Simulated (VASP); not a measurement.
# AgCl (Pm-3m) in VASP: notebook

Runs on AgCl. Level: PBE. Tasks: single point.

All numbers are computed with VASP 6.6.1; they aren't measurements. Logs are shortened: lines on timing, memory, paths and dates and some standing lists are left out, and cuts for length are marked.

### 1 The structure

Symmetry: Pm-3m, No. 221, cubic system. Conventional cell: a = 3.434 Å, b = 3.434 Å, c = 3.434 Å, α = 90.00°, β = 90.00°, γ = 90.00°. Ag (site symmetry m-3m) has 8 Cl at 2.97 Å as nearest neighbours. Around Cl (site symmetry m-3m) lie 8 Ag at 2.97 Å.

Measurements of this composition are mostly on another form, of space group No. 225.

### 2 Single point, PBE

File INCAR:

```
PREC     = Accurate       # precision mode
ENCUT    = 460            # plane-wave cutoff, eV
EDIFF    = 1E-6           # SCF threshold, eV
ISMEAR   = 0              # smearing method
SIGMA    = 0.5            # smearing width, eV
LREAL    = F              # projectors in reciprocal space
LASPH    = T              # aspherical terms in the spheres
NELM     = 100            # most SCF steps
ALGO     = Normal         # electronic algorithm
ISIF     = 2              # what is computed and relaxed
LWAVE    = F              # write WAVECAR
LCHARG   = F              # write CHGCAR
GGA      = PE             # functional
ADDGRID  = F
```

File KPOINTS:

```
Automatic mesh
0
Gamma
  4 4 4
```

File POSCAR:

```
AgCl
1.0
    3.4339730000      0.0000000000      0.0000000000
    0.0000000000      3.4339730000      0.0000000000
    0.0000000000      0.0000000000      3.4339730000
Ag Cl
1 1
Direct
    0.0000000000      0.0000000000      0.0000000000
    0.5000000000      0.5000000000      0.5000000000
```

Potentials or basis: VASP PAW PBE potentials, release 64 (Ag, Cl).

Run with:

```console
$ cat potpaw_PBE.64/Ag/POTCAR potpaw_PBE.64/Cl/POTCAR > POTCAR
$ mpirun -np 1 vasp_std > vasp.out
```

OUTCAR:

```text
PREC = Accurate
   ENCUT = 460
   EDIFF = 1E-6
   ISMEAR = 0
   LREAL = F
   LASPH = T
   NELM = 100
   ISIF = 2
   GGA = PE

 Found     10 irreducible k-points:

 Following reciprocal coordinates:
            Coordinates               Weight
  0.000000  0.000000  0.000000      1.000000
  0.250000  0.000000  0.000000      6.000000
  0.500000  0.000000  0.000000      3.000000
  0.250000  0.250000  0.000000     12.000000
  0.500000  0.250000  0.000000     12.000000
  0.500000  0.500000  0.000000      3.000000
   k-points           NKPTS =     10   k-points in BZ     NKDIM =     10   number of bands    NBANDS=     13
   number of dos      NEDOS =    301   number of ions     NIONS =      2
   total plane-waves  NPLWV =  13824
   dimension x,y,z NGX =    24 NGY =   24 NGZ =   24
   dimension x,y,z NGXF=    48 NGYF=   48 NGZF=   48
   ions per type =               1   1
   NGX,Y,Z   is equivalent  to a cutoff of  11.62, 11.62, 11.62 a.u.
   NGXF,Y,Z  is equivalent  to a cutoff of  23.24, 23.24, 23.24 a.u.
 SYSTEM =  unknown system
   PREC   = accura    normal or accurate (medium, high low for compatibility)
   ISTART =      0    job   : 0-new  1-cont  2-samecut
   ICHARG =      2    charge: 1-file 2-atom 10-const
   ISPIN  =      1    spin polarized calculation?
   LNONCOLLINEAR =      F non collinear calculations
   LSORBIT =      F    spin-orbit coupling
   LASPH  =      T    aspherical Exc in radial PAW
   ENCUT  =  460.0 eV  33.81 Ry    5.81 a.u.   6.01  6.01  6.01*2*pi/ulx,y,z
   NELM   =    100;   NELMIN=  2; NELMDL= -5     # of ELM steps
   EDIFF  = 0.1E-05   stopping-criterion for ELM
   LREAL  =      F    real-space projection
   EDIFFG = 0.1E-04   stopping-criterion for IOM
   NSW    =      0    number of steps for IOM
   IBRION =     -1    ionic relax: 0-MD 1-quasi-New 2-CG
   NFREE  =      0    steps in history (QN), initial steepest desc. (CG)
   ISIF   =      2    stress and relaxation
   ISYM   =      2    0-nonsym 1-usesym 2-fastsym
   POTIM  = 0.5000    time-step for ionic-motion
   TEBEG  =    0.0;   TEEND  =   0.0 temperature during run
   PSTRESS=    0.0 pullay stress
   NELECT =      18.0000    total number of electrons
   NUPDOWN=      -1.0000    fix difference up-down
   EMIN   =  10.00;   EMAX   =-10.00  energy-range for DOS
   EFERMI =   0.00;   METHOD = LEGACY
   ISMEAR =     0;   SIGMA  =   0.50  broadening in eV -4-tet -1-fermi 0-gaus
   EFERMI_NEDOS =   21; number of points for ismear=-14 and -15
   IALGO  =     38    algorithm
   IMIX   =      4    mixing-type and parameters
     AMIX     =   0.40;   BMIX     =  1.00
     AMIX_MAG =   1.60;   BMIX_MAG =  1.00
  volume/ion in A,a.u.               =      20.25       136.63
  Fermi-wavevector in a.u.,A,eV,Ry     =   1.249402  2.361027 21.238760  1.561005
  Thomas-Fermi vector in A             =   2.383444
   LORBIT       =      0    0 simple, 1 ext, 2 COOP (PROOUT), +10 PAW based schemes
   GGA     = PE    functional components
   LHFCALC =     F    Hartree Fock is set to
   AEXX    =    0.0000 exact exchange contribution
   IVDW    =     0    specifies the selected vdW correction
   LEPSILON=     F    determine dielectric tensor
   LRPA    =     F    only Hartree local field effects (RPA)
 non-spin polarized calculation
 Gauss-broadening in eV      SIGMA  =   0.50
  energy-cutoff  :      460.00
  volume of cell :       40.49
 maximum number of plane-waves:       925
   NGX = 13   NGY = 13   NGZ = 13

 number of electron      17.9999990 magnetization

 Free energy of the ion-electron system (eV)
  ---------------------------------------------------
  ext. energy  EPLUGINS =         0.00000000
  ---------------------------------------------------
  free energy    TOTEN  =        -5.10301651 eV

  energy without entropy =       -5.08383719  energy(sigma->0) =       -5.09342685

 E-fermi :   4.5002     XC(G=0): -10.3846

 val. band max:        4.4576028750   @ k =   0.0000   0.0000   0.0000
 cond. band min:       6.3778530928   @ k =   0.2500   0.0000   0.0000
 fundamental gap:      1.9202502178
 Fermi energy:         4.5001509542

 k-point     1 :       0.0000    0.0000    0.0000
  band No.  band energies     occupation
      1     -10.6727      2.00000
      2       1.1558      2.00000
      3       1.1558      2.00000
      4       2.0907      2.00000
      5       2.0907      2.00000
      6       2.0907      2.00000
      7       2.3946      2.00000
      8       2.3946      2.00000
      9       2.3946      2.00000
     10       4.4576      1.09579
     11      13.3248      0.00000
     12      13.3248      0.00000
     13      17.5429      0.00000

 k-point     2 :       0.2500    0.0000    0.0000
  band No.  band energies     occupation
      1     -10.4528      2.00000
      2       0.0358      2.00000
      3       1.2269      2.00000
      4       1.3585      2.00000
      5       1.3585      2.00000
      6       2.0114      2.00000
      7       2.1155      2.00000
      8       3.3257      1.99911
      9       3.3257      1.99911
     10       6.3779      0.00000
     11      12.5093      0.00000
     12      13.3212      0.00000
     13      15.3078      0.00000

 k-point     3 :       0.5000    0.0000    0.0000
  band No.  band energies     occupation
      1     -10.2083      2.00000
      2      -1.1112      2.00000
      3       1.0313      2.00000
      4       1.0313      2.00000
      5       1.2998      2.00000
      6       2.1406      2.00000
      7       2.4536      2.00000
      8       3.8867      1.91726
      9       3.8867      1.91726
     10       8.7985      0.00000
     11       9.3970      0.00000
     12      13.3158      0.00000
     13      13.9105      0.00000

 k-point     4 :       0.2500    0.2500    0.0000
  band No.  band energies     occupation
      1     -10.2667      2.00000
      2       0.0788      2.00000
      3       0.7332      2.00000
      4       1.4030      2.00000
      5       1.4834      2.00000
      6       1.9487      2.00000
      7       2.3011      2.00000
      8       2.3496      2.00000
      9       3.4695      1.99645
     10       7.5915      0.00000
     11      11.6867      0.00000
     12      13.4251      0.00000
     13      14.7782      0.00000

 k-point     5 :       0.5000    0.2500    0.0000
  band No.  band energies     occupation
      1     -10.0638      2.00000
      2      -0.5423      2.00000
      3       0.7418      2.00000
      4       1.3379      2.00000
      5       1.4682      2.00000
      6       1.9683      2.00000
      7       2.4071      2.00000
      8       2.5442      2.00000
      9       3.5355      1.99364
     10       7.9347      0.00000
     11      10.6594      0.00000
     12      13.4051      0.00000
     13      14.6917      0.00000

 k-point     6 :       0.5000    0.5000    0.0000
  band No.  band energies     occupation
      1      -9.9093      2.00000
      2       0.3280      2.00000
      3       0.3280      2.00000
      4       1.3917      2.00000
      5       1.7801      2.00000
      6       1.8066      2.00000
      7       1.8066      2.00000
      8       2.3866      2.00000
      9       3.0197      1.99997
     10       6.6881      0.00000
     11      12.8184      0.00000
     12      12.8184      0.00000
     13      14.5106      0.00000

 [... further k-points ...]

------------------------ aborting loop because EDIFF is reached ----------------------------------------

  FORCE on cell =-STRESS in cart. coord.  units (eV):
  Direction    XX          YY          ZZ          XY          YZ          ZX
  --------------------------------------------------------------------------------------
  -------------------------------------------------------------------------------------
  Total        0.0026194      0.0026194      0.0026194     -0.0000000     -0.0000000      0.0000000
  in kB        0.1036396      0.1036396      0.1036396     -0.0000000     -0.0000000      0.0000000
  external PRESSURE =       0.1036396 kB  Pullay stress =       0.0000000 kB

 VOLUME and BASIS-vectors are now :
 -----------------------------------------------------------------------------
  energy-cutoff  :      460.00
  volume of cell :       40.49
      direct lattice vectors                 reciprocal lattice vectors
     3.433973000  0.000000000  0.000000000     0.291207881  0.000000000  0.000000000
     0.000000000  3.433973000  0.000000000     0.000000000  0.291207881  0.000000000
     0.000000000  0.000000000  3.433973000     0.000000000  0.000000000  0.291207881

 POSITION                                       TOTAL-FORCE (eV/Angst)
 -----------------------------------------------------------------------------------
      0.00000      0.00000      0.00000         0.000000      0.000000      0.000000
      1.71699      1.71699      1.71699         0.000000      0.000000      0.000000
 -----------------------------------------------------------------------------------
    total drift:                                0.000000      0.000000     -0.000000

  FREE ENERGIE OF THE ION-ELECTRON SYSTEM (eV)
  ---------------------------------------------------
  free  energy   TOTEN  =        -5.1030165129 eV

  energy  without entropy=       -5.0838371913  energy(sigma->0) =       -5.09342685
```

Run time: 3.5 s. Hardware: 1 thread of AMD EPYC 9R45 (Zen 5), shared host; peak memory 0.1 GiB.

These settings aren't checked as converged: the numbers below hold their error.

Results:

* Free energy: -5.1030 eV
* Pressure: 0.0 GPa
* Band gap on the k mesh: 0.57 eV, indirect (least direct gap 2.06 eV)

Caveat: the k mesh is coarse (spacing up to 0.46 Å⁻¹), so the values aren't converged.

### 3 Single point, PBE

File INCAR:

```
PREC = Accurate ; ENCUT = 450
EDIFF = 1E-6 ; ISMEAR = 0
SIGMA = 0.02 ; LREAL = False
LASPH = True ; NELM = 80
ALGO = Fast ; ISIF = 2
LWAVE = False ; LCHARG = False
GGA = PE
```

KPOINTS is that of step 2.

POSCAR is that of step 2.

Potentials or basis: VASP PAW PBE potentials, release 64 (Ag_GW, Cl_GW).

Run with:

```console
$ cat potpaw_PBE.64/Ag_GW/POTCAR potpaw_PBE.64/Cl_GW/POTCAR > POTCAR
$ mpirun -np 1 vasp_std > vasp.out
```

Run time: 9.1 s. Hardware: 1 thread of Intel Xeon Platinum 8488C (Sapphire Rapids), shared host; peak memory 0.14 GiB.

It converged, with:

```yaml
Free_energy: -5.0988 eV
Pressure: 0.0 GPa
Band_gap_on_the_k_mesh: 0.56 eV, indirect (least direct gap 2.05 eV)
```

Levels at points of the mesh, in eV from the valence-band top:
```csv
k point,band 7,band 8,band 9,band 10,band 11,band 12
"(0.00, 0.00, 0.00)",-1.49,-1.49,-1.49,0.56,9.33,9.33
"(0.50, 0.00, 0.00)",-1.44,0.00,0.00,4.90,5.50,9.30
"(0.50, 0.50, 0.00)",-2.09,-1.51,-0.87,2.78,8.92,8.92
"(0.50, 0.50, 0.50)",-0.18,-0.18,-0.18,4.77,4.77,4.77
```

Caveat: the k mesh is coarse (spacing up to 0.46 Å⁻¹), so the values aren't converged. A k mesh can miss the band edges.

### 4 For comparison

An earlier run on the cell as given: functional PBE; potentials or basis VASP PAW PBE potentials, release 64 (Ag, Cl); cutoff 520 eV; k mesh 8 × 8 × 8; occupations fermi-dirac, width 0.05 eV; no spin polarisation.

* Pressure: -0.3 GPa
* Band gap on the k mesh: 0.57 eV, indirect (least direct gap 2.08 eV)
